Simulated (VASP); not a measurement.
The system is WC.

```
CELL_PARAMETERS angstrom
0.00000 3.17592 3.17592
3.17592 0.00000 3.17592
3.17592 3.17592 0.00000
ATOMIC_POSITIONS crystal
W 0.50000 0.50000 0.50000
W 0.75000 0.75000 0.75000
C 0.00000 0.00000 0.00000
C 0.25000 0.25000 0.25000
```

The cell was built by a generator and needn't be a form met in nature.

The cell isn't the ideal one: species swapped into the LiIn type (Fd-3m, No. 227).

| Property | Result |
| --- | --- |
| Program | VASP 6.6.1 |
| Task | relaxation of cell and atoms |
| Functional | PBE |
| Potentials or basis | VASP PAW PBE potentials, release 64 (W_sv, C) |
| Cutoff | 600 eV |
| k mesh | 6 × 6 × 6 |
| Occupations | gaussian, width 0.1 eV |
| Spin | no spin polarisation |

At the start: pressure -37.2 GPa; volume 16.02 Å³/atom.

**Question.** Where does the relaxation end?

**Answer.** Over 5 steps the energy falls by 589.0 meV/atom and the volume is 12.08 Å³/atom (-24.6 %); space group Fd-3m (No. 227, to 0.05 Å).

Step by step:
| step | energy change (eV) | largest force (eV/Å) | pressure (GPa) | volume (Å³) |
| --- | --- | --- | --- | --- |
| 1 | 0.0000 | 0.0000 | -37.15 | 64.07 |
| 2 | 2.1409 | 0.0000 | 146.03 | 35.43 |
| 3 | -2.3394 | 0.0000 | -4.98 | 49.35 |
| 4 | -2.3540 | 0.0000 | -1.68 | 48.65 |
| 5 | -2.3558 | 0.0000 | 0.02 | 48.31 |

Final structure:
```xyz
4
Lattice="0.0000 2.8907 2.8907 2.8907 0.0000 2.8907 2.8907 2.8907 0.0000" Properties=species:S:1:pos:R:3 pbc="T T T"
W     2.8907    2.8907    2.8907
W     4.3361    4.3361    4.3361
C     0.0000    0.0000    0.0000
C     1.4454    1.4454    1.4454
```

Caveat: the volume moved by over 15 % at a fixed basis, so the end points are rough.
